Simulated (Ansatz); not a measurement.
## VO₂: do energies and stresses tell the same story?

The calculation used DFT PBE, scalar-relativistic, plane waves, PAW (Ansatz).

Plane waves to 420 eV, a k mesh through Γ of 8×8×12 on the computed 6-atom cell and Gaussian smearing (0.10 eV); collinear spin from starting moments 0.92 0.92 0 0 0 0 μB.

Relaxed cell: P4_2/mnm, a = 4.584 Å, b = 4.584 Å, c = 2.838 Å, α = 90.00°, β = 90.00°, γ = 90.00°, 6 atoms in the primitive cell.

Energies at zero smearing and pressures from the stress tensor, at volumes with shape and atoms relaxed:
```tsv
V (Å³/atom)	E − E(first) (meV/atom)	P (GPa)
8.746	0.00	39.19
9.044	-61.17	26.82
9.342	-100.97	16.31
9.640	-122.75	7.43
9.938	-129.36	0.01
10.237	-123.41	-6.10
10.535	-107.28	-10.98
10.932	-73.69	-15.61
```

Problem. Check P = −dE/dV between neighbouring volumes, and get the bulk modulus from the pressures alone.

Solution. With 1 eV/Å³ = 160.2 GPa:
| middle V (Å³/atom) | −ΔE/ΔV (GPa) | mean P (GPa) |
| --- | --- | --- |
| 8.895 | 32.870 | 33.006 |
| 9.193 | 21.386 | 21.564 |
| 9.491 | 11.704 | 11.868 |
| 9.789 | 3.553 | 3.717 |
| 10.088 | -3.197 | -3.048 |
| 10.386 | -8.670 | -8.541 |
| 10.734 | -13.534 | -13.293 |

The two differ by 0.24 GPa at most. The mean of two end pressures misses the average over a step by about ΔV² P″/12, up to 0.18 GPa here; with that taken off 0.06 GPa remains. The stress is the derivative of the free energy, not of the energy at zero smearing, and with free energies 0.02 GPa remains. Around V = 9.938 Å³/atom, the two neighbours give B = −V ΔP/ΔV = 9.938 × 13.53 / 0.596 = 225.5 GPa, against B0 = 220.1 GPa from the Birch–Murnaghan fit of the energies.

Moments started parallel, and an antiferromagnetic order may lie lower.

Only this magnetic start was tried.